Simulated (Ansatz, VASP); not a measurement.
**One calculation of SiC, two programs**

Contents of INCAR:

```
  ALGO = Normal
  EDIFF = 1E-6
  ENCUT = 520
  GGA = PS
  ISIF = 2
  ISMEAR = 0
  LASPH = True
  LCHARG = True
  LELF = True
  LREAL = False
  LVHAR = True
  LWAVE = False
  NBANDS = 16
  NELM = 80
  PREC = Accurate
  SIGMA = 0.01
```

File KPOINTS:

```
k-points
0
Gamma
  8 8 6
```

File POSCAR:

```
SiC
1.0
    3.0757714184      0.0000000000      0.0000000000
   -1.5378857092      2.6636961846      0.0000000000
    0.0000000000      0.0000000000      5.0475370447
Si C
2 2
Direct
    0.3333333333      0.6666666667      0.0045933970
    0.6666666667      0.3333333333      0.5045933970
    0.3333333333      0.6666666667      0.3804066030
    0.6666666667      0.3333333333      0.8804066030
```

Input for Ansatz:

```yaml
crystal:
  lattice:
    - [3.07577141845, 0.0, 0.0]
    - [-1.53788570922, 2.66369618461, 0.0]
    - [0.0, 0.0, 5.04753704469]
  atoms:
    - { symbol: Si, position: [0.333333333333, 0.666666666667, 0.004593397005] }
    - { symbol: Si, position: [0.666666666667, 0.333333333333, 0.504593397005] }
    - { symbol: C, position: [0.333333333333, 0.666666666667, 0.380406602995] }
    - { symbol: C, position: [0.666666666667, 0.333333333333, 0.880406602995] }
kpoints:
  mp_grid: { grid: [8, 8, 6] }
scf:
  occupations: { method: fixed }
hamiltonian:
  xc: pbesol
  pseudopotentials: { kind: all_electron, lapw: { basis_error: 0.001 } }
output:
  forces: true
  stress: true
  eigenvalues: true
  eigenstates:
    nscf_kmesh: { grid: [12, 12, 8] }
    de_dk: true
    e_range: [-9, 12.20905813782]
  optics:
    e_range: [0, 25]
    de: 0.2
    sigma: 0.1
    bands: { spectra_wanted_up_to: 25 }
    nscf_kmesh: { grid: [12, 12, 8] }
checkpoint:
  write: ck
  write_wavefunctions: false
```

Alike in both runs: task single point; functional PBEsol; k mesh 8 × 8 × 6; no spin polarisation.

|  | VASP | Ansatz |
| --- | --- | --- |
| version | VASP 6.6.1 | Ansatz 0.2.0 |
| potentials or method | VASP PAW PBE potentials, release 64 (Si, C) | all-electron LAPW, scalar-relativistic |
| plane-wave cutoff (eV) | 520 | see its input |
| occupations | gaussian, width 0.01 eV | fixed |

```tsv
	VASP	Ansatz	Ansatz less VASP
gap on the k mesh at the Fermi level (eV)	2.37	2.38	+0.011
pressure (GPa)	0.4	0.0	-0.40
```

Ansatz ran all-electron here, so the differences hold the error of VASP's frozen core and of both bases.

Caveats: the PAW data sets were made with another functional, which shifts forces and pressure a little (VASP). A k mesh can miss the band edges. A hybrid or GW would open this gap; PBEsol tends to underestimate it.
